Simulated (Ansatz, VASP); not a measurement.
One calculation of LiF, two programs

```
Li F
1.0
     0.00000    1.95358    2.01400
     1.95358    0.00000    2.01400
     1.95358    1.95358    0.00000
Li F
1 1
Direct
  0.00000 0.00000 0.00000
  0.50000 0.50000 0.50000
```

Change from the starting cell: strain -0.0300 x Voigt [1, 1, 0, 0, 0, 0], atoms carried along.

Alike in both runs: task single point; functional PBE; k mesh 10 × 10 × 10; occupations gaussian, width 0.05 eV; no spin polarisation.

|  | VASP | Ansatz |
| --- | --- | --- |
| version | VASP 6.6.1 | Ansatz 0.2.0 |
| potentials or method | VASP PAW PBE potentials, release 64 (Li_sv, F) | scalar-relativistic, plane waves, PAW |
| plane-wave cutoff (eV) | 520 | 420 |
| valence electrons in the cell | 10 | 10 |

|  | VASP | Ansatz | Ansatz less VASP |
| --- | --- | --- | --- |
| gap on the k mesh at the Fermi level (eV) | 9.60 | 9.60 | -0.001 |
| least direct gap on the mesh (eV) | 9.60 | 9.60 | -0.001 |

 A k mesh can miss the band edges.
